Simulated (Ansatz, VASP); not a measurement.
# One calculation of HfB3, two programs

File INCAR:

```
SYSTEM = HfB3
PREC     = Accurate       ! precision mode
ENCUT    = 600            ! plane-wave cutoff, eV
EDIFF    = 1E-6           ! SCF threshold, eV
ISMEAR   = 0              ! smearing method
SIGMA    = 0.1            ! smearing width, eV
LREAL    = .FALSE.        ! projectors in reciprocal space
LASPH    = .TRUE.         ! aspherical terms in the spheres
NELM     = 100            ! most SCF steps
ALGO     = Normal         ! electronic algorithm
ISIF     = 3              ! what is computed and relaxed
LWAVE    = .FALSE.        ! write WAVECAR
LCHARG   = .FALSE.        ! write CHGCAR
GGA      = PE             ! functional
IBRION   = 2              ! ionic algorithm
NSW      = 100            ! ionic steps
EDIFFG   = -0.005         ! ionic threshold
```

The input KPOINTS:

```
regular mesh
0
G
  12 12 12
  0 0 0
```

The input POSCAR:

```
HfB3
1.0
    3.3893891880      0.0000000000      0.0000000000
    0.0000000000      3.3893891880      0.0000000000
    0.0000000000      0.0000000000      3.3893891880
Hf B
1 3
Direct
    0.0000000000      0.0000000000      0.0000000000
    0.5000000000      0.5000000000      0.0000000000
    0.5000000000      0.0000000000      0.5000000000
    0.0000000000      0.5000000000      0.5000000000
```

Input for Ansatz:

```yaml
crystal:
  lattice:
    - [3.389389188, 0.0, 0.0]
    - [0.0, 3.389389188, 0.0]
    - [0.0, 0.0, 3.389389188]
  atoms:
    - { symbol: Hf, position: [0.0, 0.0, 0.0] }
    - { symbol: B, position: [0.5, 0.5, 0.0] }
    - { symbol: B, position: [0.5, 0.0, 0.5] }
    - { symbol: B, position: [0.0, 0.5, 0.5] }
basis:
  ecutwfc: 420
kpoints:
  mp_grid: { grid: [12, 12, 12] }
hamiltonian:
  xc: pbe
scf:
  occupations: { method: gaussian, width: 0.1 }
output:
  forces: true
  stress: true
  eigenvalues: true
relax:
  adjacent_minimum: "off"
  f_tol: 0.005
  max_steps: 80
  cell: { stress_tol: 0.05 }
```

The cell comes from a database or a generator and needn't be the stable form of this composition.

Alike in both runs: task relaxation of cell and atoms; functional PBE; k mesh 12 × 12 × 12; occupations gaussian, width 0.1 eV; no spin polarisation.

|  | VASP | Ansatz |
| --- | --- | --- |
| version | VASP 6.6.1 | Ansatz 0.2.0 |
| potentials or method | VASP PAW PBE potentials, release 64 (Hf_pv, B) | scalar-relativistic, plane waves, PAW |
| plane-wave cutoff (eV) | 600 | 420 |
| valence electrons in the cell | 19 | 35 |

|  | VASP | Ansatz | Ansatz less VASP |
| --- | --- | --- | --- |
| gap on the k mesh at the Fermi level, each at its own relaxed structure (eV) | none | none | - |
| relaxed volume (Å³/atom) | 9.80 | 9.75 | -0.044 |
| relaxed cell length with the largest relative difference (Å) | 3.397 | 3.392 | -0.0051 |

A gap of «none» marks a metal or a gap that the smearing closes. The two sets of potentials don't hold the same shells in valence.

The runs have no spin-orbit coupling, so splittings on Hf are missing.
